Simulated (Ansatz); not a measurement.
Runs of Ansatz 0.2.0 on Ge. Symmetry: Imma, No. 74, orthorhombic system. Conventional cell: a = 4.992 Å, b = 5.302 Å, c = 2.874 Å, α = 90.00°, β = 90.00°, γ = 90.00°. Ge (site symmetry mm2) has 6 Ge at 2.68 to 2.87 Å as nearest neighbours. This isn't the form of Ge at room conditions, which is diamond.

| task | potentials or basis | k mesh | cutoff (eV) | smearing | basis error allowed | mesh quality | gap on the mesh (eV) | pressure (GPa) | largest force (eV/Å) |
| --- | --- | --- | --- | --- | --- | --- | --- | --- | --- |
| elastic constants | all-electron LAPW, scalar-relativistic | 8 × 8 × 8 | 273 | fermi-dirac 0.05 eV | 0.001 eV/atom | coarse | none | -2.6 | - |
| density of states | all-electron PAW datasets made for the crystal | 11 × 11 × 11 | 160 | fermi-dirac 0.05 eV | - | not flagged | none | (a) | 0.06 |
| single point | all-electron LAPW, scalar-relativistic | 7 × 7 × 7 | 252 | fermi-dirac 0.03 eV | 0.001 eV/atom | coarse | none | -3.1 | 0.08 |
| phonons | all-electron LAPW, scalar-relativistic | 11 × 11 × 11 | 273 | fermi-dirac 0.05 eV | 0.001 eV/atom | not flagged | none | - | 0.06 |

Alike in all rows: level PBEsol; no spin polarisation; cell as given.

Q: Fill in the values left out.

A: (a) -2.5.

Caveats: some runs use coarse meshes; the k mesh is thin for a metal, which can move the energy by tens of meV per atom (some runs); a metal's response needs a denser mesh (some runs); elastic constants of metals need much finer meshes, so these are rough (some runs); the program warned that the printed levels may be off, so bands, gaps and densities of states are rough (some runs).

A k mesh can miss the band edges, and the runs leave out spin-orbit coupling on Ge.

A gap of «none» marks a metal or a gap under the smearing width.

The runs don't all hold the same shells in valence.

Runs at the PBE level aren't shown here.
